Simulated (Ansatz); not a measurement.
**TaN: equation of state**

How stiff is TaN, and at what volume does the pressure vanish? The cell is scaled evenly, atoms carried along, and solved with PAW.

Program: Ansatz 0.2.0. Level of theory: DFT r²SCAN, scalar-relativistic. These are calculated values, not measurements.

**1. The system as given**

Symmetry: P-6m2, No. 187, hexagonal system. Conventional cell: a = 2.940 Å, b = 2.940 Å, c = 2.890 Å, α = 90.00°, β = 90.00°, γ = 120.00°. Around Ta (site symmetry -6m2) lie 6 N at 2.23 Å. Around N (site symmetry -6m2) lie 6 Ta at 2.23 Å.

Coordinates:

```
CELL_PARAMETERS angstrom
2.93994 0.00000 0.00000
-1.46997 2.54606 0.00000
0.00000 0.00000 2.89018
ATOMIC_POSITIONS crystal
Ta 0.00000 0.00000 0.50000
N 0.66667 0.33333 0.00000
```

Structure from a Materials Project entry, not relaxed further.

Atoms are numbered in the order of the input: Ta1, N2.

**2. Volume × 0.9405, PAW**

Input file input.yaml:

```yaml
crystal:
  lattice:
    - [2.8804370529, 0.0, 0.0]
    - [-1.4402185264, 2.4945316618, 0.0]
    - [0.0, 0.0, 2.8316772526]
  atoms:
    - { symbol: Ta, position: [0.0, 0.0, 0.5] }
    - { symbol: "N", position: [0.6666666667, 0.3333333333, 0.0] }
kpoints:
  mp_grid: { grid: [13, 13, 11] }
scf:
  occupations: { method: fermi_dirac, width: 0.05 }
hamiltonian:
  xc: r2scan
  pseudopotentials: { kind: paw }
output:
  forces: true
  stress: true
  eigenvalues: true
  efg: { contact_densities: true }
```

**3. Volume × 0.98, PAW**

input.yaml: that of step 2 with these lines changed.

```diff
@@ -2,5 +2,5 @@
   lattice:
-    - [2.8804370529, 0.0, 0.0]
-    - [-1.4402185264, 2.4945316618, 0.0]
-    - [0.0, 0.0, 2.8316772526]
+    - [2.920210428, 0.0, 0.0]
+    - [-1.460105214, 2.5289764151, 0.0]
+    - [0.0, 0.0, 2.8707773473]
   atoms:
```

**4. Volume × 1.02, PAW**

input.yaml: that of step 3 with these lines changed.

```diff
@@ -2,5 +2,5 @@
   lattice:
-    - [2.920210428, 0.0, 0.0]
-    - [-1.460105214, 2.5289764151, 0.0]
-    - [0.0, 0.0, 2.8707773473]
+    - [2.9594125613, 0.0, 0.0]
+    - [-1.4797062806, 2.5629264584, 0.0]
+    - [0.0, 0.0, 2.9093158701]
   atoms:
```

**5. Volume × 1.06, PAW**

input.yaml: that of step 4 with these lines changed.

```diff
@@ -2,5 +2,5 @@
   lattice:
-    - [2.9594125613, 0.0, 0.0]
-    - [-1.4797062806, 2.5629264584, 0.0]
-    - [0.0, 0.0, 2.9093158701]
+    - [2.997602742, 0.0, 0.0]
+    - [-1.498801371, 2.596000125, 0.0]
+    - [0.0, 0.0, 2.9468595706]
   atoms:
```

(Steps that only read results are left out.)

**Question.** What will these runs give? Wanted: equilibrium volume; bulk modulus.

**Answer**, as computed:

```
                     quantity           value
     equilibrium volume (PAW)  10.767 Å³/atom
           bulk modulus (PAW)         361 GPa
its pressure derivative (PAW)             4.3
```

By PAW, the pressure vanishes at 10.77 Å³/atom (-0.5 % from the starting cell) and the bulk modulus there is 361 GPa (Birch-Murnaghan, third order). Shape and positions are held, so a fully relaxed modulus can be lower. No thermal or zero-point expansion is included. Spin-orbit coupling is left out, though the cell holds Ta.
